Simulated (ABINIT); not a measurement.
Input of an ABINIT 10.8.3 (patched build) run:

File run.py:

```python
import json, os
import numpy as np
from ase.units import GPa
from ase.calculators.abinit import Abinit, AbinitProfile
from ase.io import read

atoms = read('POSCAR')

profile = AbinitProfile(command='abinit', pp_paths=[os.path.abspath('pseudos')])
params = dict(
    pps='pawxml', xc='PBE',
    ecut=408.1708,
    pawecutdg=816.3416,
    pawxcdev=0,
    kptopt=1,
    ngkpt=[13, 13, 13],
    nshiftk=1,
    shiftk=[0.0, 0.0, 0.0],
    ixc=11,
    nband=6,
    occopt=3,
    tsmear=0.05,
    nstep=100,
    tolvrs=1e-09,
    prtwf=0,
    prtden=0,
)

atoms.calc = Abinit(profile=profile, directory='run', **params)
energy = atoms.get_potential_energy()
forces = atoms.get_forces()
stress = atoms.get_stress()
print(f'energy {energy:.6f} eV')
print('forces (eV/A)')
print(np.round(forces, 5))
print('stress (GPa, Voigt, tension positive)', np.round(stress / GPa, 4))
json.dump(dict(energy=energy, forces=forces.tolist(), stress=stress.tolist(), cell=atoms.cell.tolist(), frac=atoms.get_scaled_positions(wrap=False).tolist()), open('results.json', 'w'))
```

File POSCAR:

```
Si
1.0
   -1.6269149300      1.6269149300      1.3203298500
    1.6269149300     -1.6269149300      1.3203298500
    1.6269149300      1.6269149300     -1.3203298500
Si
1
Direct
    0.0000000000      0.0000000000      0.0000000000
```

Potentials or basis: JTH PAW PBE v2.0.

The run is started by

```console
$ python run.py
```

Question: Predict the pressure.

Answer: 3.6 GPa.

Question: What does it give for the band gap on the k mesh?

Answer: None (metal or under the smearing width).

Stress tensor (GPa, compression positive):
```
4.49 0.00 0.00
0.00 4.49 0.00
0.00 0.00 1.85
```
